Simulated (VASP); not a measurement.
# BN (P6_3/mmc) in VASP: further runs

One crystal, BN, is run at these levels: PBE+D3(BJ); tasks: relaxation of cell and atoms.

Everything below comes from runs of VASP 6.6.1. Logs are shortened: lines on timing, memory, paths and dates and some standing lists are left out, and cuts for length are marked.

**1. Starting point**

Symmetry: P6_3/mmc, No. 194, hexagonal system. Conventional cell: a = 2.498 Å, b = 2.498 Å, c = 6.636 Å, α = 90.00°, β = 90.00°, γ = 120.00°. Around B (site symmetry -6m2) lie 3 N at 1.44 Å. N (site symmetry -6m2) has 3 B at 1.44 Å as nearest neighbours.

**2. Relaxation of cell and atoms, PBE+D3(BJ)**

The input, INCAR:

```
PREC = Accurate
ENCUT = 520
EDIFF = 1E-7
ISMEAR = 0
SIGMA = 0.02
LREAL = F
LASPH = T
NELM = 100
ALGO = Normal
ISIF = 3
LWAVE = F
LCHARG = F
GGA = PE
IVDW = 12
IBRION = 2
NSW = 80
EDIFFG = -0.002
KPAR = 4
```

The input, KPOINTS:

```
Automatic mesh
0
Gamma
  15 15 6
```

The input, POSCAR:

```
BN
1.0
    2.4982400000      0.0000000000      0.0000000000
   -1.2491200000      2.1635393000      0.0000000000
    0.0000000000      0.0000000000      6.6357000000
B N
2 2
Direct
    0.3333333300      0.6666666700      0.2500000000
    0.6666666700      0.3333333300      0.7500000000
    0.3333333300      0.6666666700      0.7500000000
    0.6666666700      0.3333333300      0.2500000000
```

Potentials or basis: VASP PAW PBE potentials, release 64 (B, N).

The run is started by

```
$ cat potpaw_PBE.64/B/POTCAR potpaw_PBE.64/N/POTCAR > POTCAR
$ mpirun -np 4 vasp_std > vasp.out
```

OUTCAR:

```text
PREC = Accurate
   ENCUT = 520
   EDIFF = 1E-7
   ISMEAR = 0
   LREAL = F
   LASPH = T
   NELM = 100
   ISIF = 3
   GGA = PE
   IVDW = 12
   IBRION = 2
   NSW = 80
   EDIFFG = -0.002
 IVDW          = 12

 ion  position               nearest neighbor table
   1  0.333  0.667  0.250-   4 1.44   4 1.44   4 1.44
   2  0.667  0.333  0.750-   3 1.44   3 1.44   3 1.44
   3  0.333  0.667  0.750-   2 1.44   2 1.44   2 1.44
   4  0.667  0.333  0.250-   1 1.44   1 1.44   1 1.44

  LATTYP: Found a hexagonal cell.
 ALAT       =     2.4982400000
 C/A-ratio  =     2.6561499296

  Lattice vectors:

 A1 = (   2.4982400000,   0.0000000000,   0.0000000000)
 A2 = (  -1.2491200000,   2.1635393000,   0.0000000000)
 A3 = (   0.0000000000,   0.0000000000,   6.6357000000)

Analysis of symmetry for initial positions (statically):
=====================================================================
 Subroutine PRICEL returns:
 Original cell was already a primitive cell.

 Routine SETGRP: Setting up the symmetry group for a
 hexagonal supercell.

 Subroutine GETGRP returns: Found 24 space group operations
 (whereof 12 operations were pure point group operations)
 out of a pool of 24 trial point group operations.

The static configuration has the point symmetry D_3d.
 The point group associated with its full space group is D_6h.

Analysis of symmetry for dynamics (positions and initial velocities):
=====================================================================
 Subroutine PRICEL returns:
 Original cell was already a primitive cell.

 Routine SETGRP: Setting up the symmetry group for a
 hexagonal supercell.

 Subroutine GETGRP returns: Found 24 space group operations
 (whereof 12 operations were pure point group operations)
 out of a pool of 24 trial point group operations.

The dynamic configuration has the point symmetry D_3d.
 The point group associated with its full space group is D_6h.

 Subroutine INISYM returns: Found 24 space group operations
 (whereof 12 operations are pure point group operations),
 and found     1 'primitive' translations

----------------------------------------------------------------------------------------

                                     Primitive cell

  volume of cell :      35.8662

  direct lattice vectors                    reciprocal lattice vectors
     2.498240000  0.000000000  0.000000000     0.400281798  0.231102805  0.000000000
    -1.249120000  2.163539300  0.000000000     0.000000000  0.462205609  0.000000000
     0.000000000  0.000000000  6.635700000     0.000000000  0.000000000  0.150700002

  length of vectors
     2.498240000  2.498239996  6.635700000     0.462205608  0.462205609  0.150700002

  position of ions in fractional coordinates (direct lattice)
     0.333333330  0.666666670  0.250000000
     0.666666670  0.333333330  0.750000000
     0.333333330  0.666666670  0.750000000
     0.666666670  0.333333330  0.250000000

  ion indices of the primitive-cell ions
   primitive index   ion index
                 1           1
                 2           2
                 3           3
                 4           4

----------------------------------------------------------------------------------------

 KPOINTS: Automatic mesh

Automatic generation of k-mesh.
 Grid dimensions read from file:
 generate k-points for:   15   15    6

 Generating k-lattice:

  Cartesian coordinates                     Fractional coordinates (reciprocal lattice)
     0.026685453  0.015406854  0.000000000     0.066666667 -0.000000000  0.000000000
     0.000000000  0.030813707  0.000000000     0.000000000  0.066666667  0.000000000
     0.000000000  0.000000000  0.025116667     0.000000000  0.000000000  0.166666667

  Length of vectors
     0.030813707  0.030813707  0.025116667

  Shift w.r.t. Gamma in fractional coordinates (k-lattice)
     0.000000000  0.000000000  0.000000000

 Subroutine IBZKPT returns following result:
 ===========================================

 Found    108 irreducible k-points:

 Following reciprocal coordinates:
            Coordinates               Weight
  0.000000  0.000000  0.000000      1.000000
  0.066667  0.000000  0.000000      6.000000
  0.133333 -0.000000  0.000000      6.000000
  0.200000 -0.000000  0.000000      6.000000
  0.266667 -0.000000  0.000000      6.000000
  0.333333  0.000000  0.000000      6.000000
[... 16 lines left out ...]
  0.333333  0.200000  0.000000     12.000000
  0.400000  0.200000  0.000000      6.000000
 [... further k-points ...]
   k-points           NKPTS =    108   k-points in BZ     NKDIM =    108   number of bands    NBANDS=     12
   number of dos      NEDOS =    301   number of ions     NIONS =      4
   total plane-waves  NPLWV =  20000
   dimension x,y,z NGX =    20 NGY =   20 NGZ =   50
   dimension x,y,z NGXF=    40 NGYF=   40 NGZF=  100
   ions per type =               2   2
   NGX,Y,Z   is equivalent  to a cutoff of  13.31, 13.31, 12.53 a.u.
   NGXF,Y,Z  is equivalent  to a cutoff of  26.62, 26.62, 25.05 a.u.
 SYSTEM =  unknown system
   PREC   = accura    normal or accurate (medium, high low for compatibility)
   ISTART =      0    job   : 0-new  1-cont  2-samecut
   ICHARG =      2    charge: 1-file 2-atom 10-const
   ISPIN  =      1    spin polarized calculation?
   LNONCOLLINEAR =      F non collinear calculations
   LSORBIT =      F    spin-orbit coupling
   LASPH  =      T    aspherical Exc in radial PAW
   ENCUT  =  520.0 eV  38.22 Ry    6.18 a.u.   4.65  4.65 12.34*2*pi/ulx,y,z
   NELM   =    100;   NELMIN=  2; NELMDL= -5     # of ELM steps
   EDIFF  = 0.1E-06   stopping-criterion for ELM
   LREAL  =      F    real-space projection
   EDIFFG = -.2E-02   stopping-criterion for IOM
   NSW    =     80    number of steps for IOM
   IBRION =      2    ionic relax: 0-MD 1-quasi-New 2-CG
   NFREE  =      1    steps in history (QN), initial steepest desc. (CG)
   ISIF   =      3    stress and relaxation
   ISYM   =      2    0-nonsym 1-usesym 2-fastsym
   POTIM  = 0.5000    time-step for ionic-motion
   TEBEG  =    0.0;   TEEND  =   0.0 temperature during run
   PSTRESS=    0.0 pullay stress
   NELECT =      16.0000    total number of electrons
   NUPDOWN=      -1.0000    fix difference up-down
   EMIN   =  10.00;   EMAX   =-10.00  energy-range for DOS
   EFERMI =   0.00;   METHOD = LEGACY
   ISMEAR =     0;   SIGMA  =   0.02  broadening in eV -4-tet -1-fermi 0-gaus
   EFERMI_NEDOS =   21; number of points for ismear=-14 and -15
   IALGO  =     38    algorithm
   IMIX   =      4    mixing-type and parameters
     AMIX     =   0.40;   BMIX     =  1.00
     AMIX_MAG =   1.60;   BMIX_MAG =  1.00
  volume/ion in A,a.u.               =       8.97        60.51
  Fermi-wavevector in a.u.,A,eV,Ry     =   1.250891  2.363842 21.289433  1.564729
  Thomas-Fermi vector in A             =   2.384864
   LORBIT       =      0    0 simple, 1 ext, 2 COOP (PROOUT), +10 PAW based schemes
   GGA     = PE    functional components
   LHFCALC =     F    Hartree Fock is set to
   AEXX    =    0.0000 exact exchange contribution
   IVDW    =    12    specifies the selected vdW correction
   LEPSILON=     F    determine dielectric tensor
   LRPA    =     F    only Hartree local field effects (RPA)
 conjugate gradient relaxation of ions
 non-spin polarized calculation
 Gauss-broadening in eV      SIGMA  =   0.02
  energy-cutoff  :      520.00
  volume of cell :       35.87
 maximum number of plane-waves:       985
 NGX is ok and might be reduce to    20
   NGX =  9   NGY =  9   NGZ = 25

--------------------------------------- Ionic step        1  -------------------------------------------

 number of electron      15.9999997 magnetization

 Free energy of the ion-electron system (eV)
  ---------------------------------------------------
  ext. energy  EPLUGINS =         0.00000000
  ---------------------------------------------------
  free energy    TOTEN  =       -35.14691838 eV

  energy without entropy =      -35.14691838  energy(sigma->0) =      -35.14691838

------------------------ aborting loop because EDIFF is reached ----------------------------------------

 Edisp (eV)   -0.56768

 E8    (eV) :    -0.1663

  FORCE on cell =-STRESS in cart. coord.  units (eV):
  Direction    XX          YY          ZZ          XY          YZ          ZX
  --------------------------------------------------------------------------------------
  -------------------------------------------------------------------------------------
  Total       0.84035     0.84035    -0.05581    -0.00000     0.00000     0.00000
  in kB      37.53925    37.53925    -2.49294    -0.00000     0.00000     0.00000
  external pressure =       24.20 kB  Pullay stress =        0.00 kB
[... 103 lines left out ...]
  FREE ENERGIE OF THE ION-ELECTRON SYSTEM (eV)
  ---------------------------------------------------
  free  energy   TOTEN  =       -35.7174834532 eV

  energy  without entropy=      -35.7174834532  energy(sigma->0) =      -35.71748345

[... ionic steps 4 to 8 ...]

--------------------------------------- Ionic step        9  -------------------------------------------

 number of electron      15.9999997 magnetization

------------------------ aborting loop because EDIFF is reached ----------------------------------------

 Edisp (eV)   -0.56908

 E8    (eV) :    -0.1668
[... 73 lines left out ...]
  energy  without entropy=      -35.7176477452  energy(sigma->0) =      -35.71764775

--------------------------------------- Ionic step       11  -------------------------------------------

 number of electron      15.9999997 magnetization

 Free energy of the ion-electron system (eV)
  ---------------------------------------------------
  ext. energy  EPLUGINS =         0.00000000
  ---------------------------------------------------
  free energy    TOTEN  =       -35.14863590 eV

  energy without entropy =      -35.14863590  energy(sigma->0) =      -35.14863590

 E-fermi :   2.5281     XC(G=0): -10.1179

 val. band max:        2.3609383798   @ k =   0.3333   0.2667   0.0000
 cond. band min:       6.6300426210   @ k =   0.4667   0.0667   0.0000
 fundamental gap:      4.2691042412
 Fermi energy:         2.5280643942

 k-point     1 :       0.0000    0.0000    0.0000
  band No.  band energies     occupation
      1     -15.4619      2.00000
      2     -15.1480      2.00000
      3      -3.9080      2.00000
      4      -1.6933      2.00000
      5       0.9909      2.00000
      6       0.9909      2.00000
      7       1.0316      2.00000
      8       1.0316      2.00000
      9       7.6395      0.00000
     10      12.7275      0.00000
     11      13.8422      0.00000
     12      13.8422      0.00000
[... 331 lines left out ...]
 k-point    24 :       0.4000    0.2000    0.0000
  band No.  band energies     occupation
      1     -11.9254      2.00000
      2     -11.8654      2.00000
      3      -6.1210      2.00000
      4      -6.0295      2.00000
      5      -3.6096      2.00000
      6      -3.5276      2.00000
      7       1.4772      2.00000
      8       2.2571      2.00000
      9       6.9045      0.00000
     10       7.7211      0.00000
     11      14.0651      0.00000
     12      14.3464      0.00000

 [... further k-points ...]

------------------------ aborting loop because EDIFF is reached ----------------------------------------

 Edisp (eV)   -0.56904

 E8    (eV) :    -0.1668

  FORCE on cell =-STRESS in cart. coord.  units (eV):
  Direction    XX          YY          ZZ          XY          YZ          ZX
  --------------------------------------------------------------------------------------
  -------------------------------------------------------------------------------------
  Total       0.00121     0.00121     0.00027     0.00000     0.00000     0.00000
  in kB       0.05427     0.05427     0.01195     0.00000     0.00000     0.00000
  external pressure =        0.04 kB  Pullay stress =        0.00 kB
[... 19 lines left out ...]
  FREE ENERGIE OF THE ION-ELECTRON SYSTEM (eV)
  ---------------------------------------------------
  free  energy   TOTEN  =       -35.7176726939 eV

  energy  without entropy=      -35.7176726939  energy(sigma->0) =      -35.71767269

 reached required accuracy - stopping structural energy minimisation
```

Wall time 37 s (4 MPI ranks of Intel Xeon 6975P-C (Granite Rapids), shared host); peak memory 0.19 GiB.

What came out:

* Free energy: -35.7177 eV
* Relaxed volume: 8.96 Å³/atom
* Relaxed cell: a = 2.507 Å, b = 2.507 Å, c = 6.585 Å, α = 90.00°, β = 90.00°, γ = 120.00°
* Space group after relaxing (to 0.05 Å): P6_3/mmc (No. 194)
* Energy gained by relaxing: 0.8 meV/atom
* Ionic steps: 11
* Pressure after relaxing: 0.0 GPa
* Band gap on the k mesh: 4.27 eV, indirect (least direct gap 4.63 eV)
* Dispersion energy per atom: -0.142 eV

Step by step:
| step | energy change (eV) | largest force (eV/Å) | pressure (GPa) | volume (Å³) |
| --- | --- | --- | --- | --- |
| 1 | 0.0000 | 0.0000 | 2.42 | 35.87 |
| 2 | 0.0077 | 0.0000 | -4.69 | 36.57 |
| 3 | -0.0029 | 0.0000 | -0.09 | 36.11 |
| 4 | -0.0029 | 0.0000 | -0.04 | 36.10 |
| 5 | -0.0029 | 0.0000 | -0.03 | 36.08 |
| 6 | -0.0030 | 0.0000 | -0.02 | 36.03 |
| 7 | -0.0031 | 0.0000 | 0.01 | 35.92 |
| 8 | -0.0030 | 0.0000 | 0.06 | 35.70 |
| 9 | -0.0031 | 0.0000 | 0.03 | 35.84 |
| 10 | -0.0031 | 0.0000 | -0.23 | 35.86 |
| 11 | -0.0031 | 0.0000 | 0.00 | 35.84 |

Final structure:
```
B N
1.0
     2.50682    0.00000    0.00000
    -1.25341    2.17097    0.00000
     0.00000    0.00000    6.58547
B N
2 2
Direct
  0.33333 0.66667 0.25000
  0.66667 0.33333 0.75000
  0.33333 0.66667 0.75000
  0.66667 0.33333 0.25000
```

Levels at points of the mesh, in eV from the valence-band top:
```
           k point  band 5  band 6  band 7  band 8  band 9  band 10  band 11  band 12
(0.00, 0.00, 0.00)   -1.37   -1.37   -1.33   -1.33    5.28    10.37    11.48    11.48
(0.00, 0.00, 0.50)   -1.35   -1.35   -1.35   -1.35    7.69     7.69    11.55    11.55
```

Caveat: an odd mesh through Γ misses points on the zone boundary, where band edges often lie.

**3. Relaxation of cell and atoms, PBE+D3(BJ)**

INCAR is that of step 2.

KPOINTS is that of step 2.

The input, POSCAR:

```
BN                                      
1.0
    2.5068152415      0.0000000000      0.0000000000
   -1.2534076208      2.1709656770      0.0000000000
    0.0000000000      0.0000000000      6.5854715462
  B               N             
     2     2
Direct
     0.3333333300000021    0.6666666699999979    0.2500000000000000
     0.6666666699999979    0.3333333300000021    0.7500000000000000
     0.3333333300000021    0.6666666699999979    0.7500000000000000
     0.6666666699999979    0.3333333300000021    0.2500000000000000
```

Potentials or basis: VASP PAW PBE potentials, release 64 (B, N).

The run is started by

```
$ cat potpaw_PBE.64/B/POTCAR potpaw_PBE.64/N/POTCAR > POTCAR
$ mpirun -np 4 vasp_std > vasp.out
```

Run time: 8 s. Hardware: 4 MPI ranks of Intel Xeon 6975P-C (Granite Rapids), shared host; peak memory 0.18 GiB.

It converged, with:

- Free energy: -35.7176 eV
- Pressure after relaxing: 0.0 GPa
- Band gap on the k mesh: 4.27 eV, indirect (least direct gap 4.63 eV)
- Dispersion energy per atom: -0.142 eV

Final structure:
```xyz
4
Lattice="2.5068 0.0000 0.0000 -1.2534 2.1710 0.0000 0.0000 0.0000 6.5855" Properties=species:S:1:pos:R:3 pbc="T T T"
B     0.0000    1.4473    1.6464
B     1.2534    0.7237    4.9391
N     0.0000    1.4473    4.9391
N     1.2534    0.7237    1.6464
```

Levels at points of the mesh, in eV from the valence-band top:
```tsv
k point	band 4	band 5	band 6	band 7	band 8	band 9	band 10	band 11	band 12
(0.00, 0.00, 0.00)	-4.05	-1.37	-1.37	-1.33	-1.33	5.28	10.37	11.48	11.48
(0.00, 0.00, 0.50)	-5.29	-1.35	-1.35	-1.35	-1.35	7.69	7.69	11.55	11.55
```

Caveat: the relaxation stopped at its first step, so nothing moved; an odd mesh through Γ misses points on the zone boundary, where band edges often lie.
